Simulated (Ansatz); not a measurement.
**C: rattling a relaxed structure**

The cell was found from a structure generator's guess, not taken from experiment.

Method: DFT PBE, scalar-relativistic, plane waves, PAW (Ansatz). Cutoff 420 eV; k points 18×18×18 on the computed 3-atom cell (Γ-centred); Gaussian smearing, width 0.10 eV; no spin polarisation.

The cell below (3 atoms, space group Cmmm (No. 65)) is relaxed within its symmetry.

```
C
1.0
     1.40735   -2.58988    0.00000
     1.40735    2.58988    0.00000
     0.00000    0.00000    2.65390
C
3
Cartesian
  0.7037 1.2949 0.0000
  0.7037 -1.2949 0.0000
  1.4074 0.0000 1.3270
```

For the test a repeat of it with 6 atoms (edges 2.81, 2.95, 5.31 Å) was strained at random (σ = 1.5 % a component), the atoms were moved at random (σ = 0.05 Å), and all was relaxed again on a coarse 8×8×4 mesh (in the run’s order of axes) with 0.20 eV smearing, with no symmetry imposed.

No dispersion correction is applied, so the spacing and binding between layers, chains or molecules are poorly described.

Problem. Is the structure stable against such a distortion?

Solution. It doesn't return. The energy falls by 1822 meV/atom on that mesh, the volume changes by -1.0 %, and the end has space group R32 (No. 155) at a loose tolerance. Relaxed again on an 18×18×18 mesh with 0.10 eV smearing, the new structure lies 1824 meV/atom below the first (mesh in the axes of the run's cell; the cell below is made exact in the group named). Space group R32 (No. 155), trigonal, a = 4.135 Å, c = 3.882 Å. C has 4 C at 1.54–1.55 Å.

```xyz
3
Lattice="2.0673 1.1935 1.2941 -2.0673 1.1935 1.2941 0.0000 -2.3871 1.2941" Properties=species:S:1:pos:R:3 pbc="T T T"
C    -1.6227    0.4235    1.2941
C     1.1781    1.1935    1.2941
C     0.4446   -1.6170    1.2941
```
